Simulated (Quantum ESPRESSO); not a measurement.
**TiO2 (Anatase): dielectric tensor with PBEsol**

Crystal: TiO2 (Anatase).

```
Ti O
1.0
    -1.89210    1.89210    4.75730
     1.89210   -1.89210    4.75730
     1.89210    1.89210   -4.75730
Ti O
2 4
Direct
  0.75000 0.25000 0.50000
  0.00000 0.00000 0.00000
  0.79190 0.79190 0.00000
  0.54190 0.04190 0.50000
  0.95810 0.45810 0.50000
  0.20810 0.20810 0.00000
```

| Item | Value |
| --- | --- |
| Program | Quantum ESPRESSO 7.5 |
| Task | dielectric tensor |
| Functional | PBEsol |
| Potentials or basis | GBRV 1.5 PBEsol |
| Cutoff | 612 eV |
| Density cutoff | 4898 eV |
| k mesh | 6 × 6 × 6, shifted |
| Occupations | fermi-dirac, width 0.05 eV |
| Spin | no spin polarisation |
| Mixing beta | 0.5 |
| Most SCF iterations | 120 |
| SCF threshold | 1.2e-09 Ry |

```json
{
 "Pressure": "-0.8 GPa",
 "Electronic dielectric tensor (diagonal)": "6.86, 6.86, 6.30",
 "Born charges (mean of the diagonal)": "Ti +6.28; O -3.14 e"
}
```

Stress tensor (GPa, compression positive):
```
-1.04  0.00  0.00
 0.00 -1.04  0.00
 0.00  0.00 -0.17
```

Levels at points of the mesh, in eV from the valence-band top:
```
           k point  band 21  band 22  band 23  band 24  band 25  band 26  band 27  band 28
(0.08, 0.08, 0.08)    -1.31    -1.07    -0.58    -0.21     3.02     3.11     3.34     3.75
```

Electronic dielectric tensor:
```
6.86 0.00 0.00
0.00 6.86 0.00
0.00 0.00 6.30
```

Born effective charge tensors (e):
atom 1, Ti
```
6.55 0.00 0.00
0.00 6.55 0.00
0.00 0.00 5.76
```
atom 2, Ti
```
6.55 0.00 0.00
0.00 6.55 0.00
0.00 0.00 5.76
```
atom 3, O
```
-5.43  0.00  0.00
 0.00 -1.12  0.00
 0.00  0.00 -2.88
```
atom 4, O
```
-1.12  0.00  0.00
 0.00 -5.43  0.00
 0.00  0.00 -2.88
```
atom 5, O
```
-5.43  0.00  0.00
 0.00 -1.12  0.00
 0.00  0.00 -2.88
```
atom 6, O
```
-1.12  0.00  0.00
 0.00 -5.43  0.00
 0.00  0.00 -2.88
```

It took 11 min on 1 thread of Intel(R) Xeon(R) 6975P-C (Granite Rapids), on a shared host, peak memory 0.27 GiB.
